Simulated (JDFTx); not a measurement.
Runs of JDFTx 1.7.0 (patched build) on Au. The structure is cubic, space group Fm-3m (No. 225). The conventional cell has a = 4.070 Å, b = 4.070 Å, c = 4.070 Å, α = 90.00°, β = 90.00°, γ = 90.00°. Au (site symmetry m-3m) has 12 Au at 2.88 Å as nearest neighbours. 

```tsv
task	level	potentials or basis	cell	cutoff (eV)	further solve for the empty bands	gap on the mesh (eV)	pressure (GPa)	V0 of scaled cells (Å³/atom)	B0 (GPa)
single point	PBEsol	PseudoDojo-SR-PBEsol-0.4.1-standard with smoothed tails	as given	1034	yes	none	(b)	-	-
single point	PBEsol	PseudoDojo-SR-PBEsol-0.4.1-standard with smoothed tails	cell strained at random at fixed volume	1034	yes	none	1.5	-	-
equation of state	LDA	PseudoDojo-SR-LDA-0.4.1-standard with smoothed tails	as given	871	-	-	-	16.54	196
equation of state	r2SCAN	SG15-PBE-1.2 with smoothed tails	as given	1088	-	-	-	17.47	(a)
equation of state	PBEsol	PseudoDojo-SR-PBEsol-0.4.1-standard with smoothed tails	as given	1034	-	-	-	16.97	176
```

Alike in all rows: no spin polarisation; k mesh 11 × 11 × 11; smearing fermi-dirac 0.05 eV.

Problem. Fill in the values left out.

Solution. (a) 159; (b) 1.2.

Caveats: the potentials were made for another functional, which shifts forces and pressure (some runs).

A k mesh can miss the band edges, and the runs leave out spin-orbit coupling on Au.

A gap of «none» marks a metal or a gap under the smearing width.
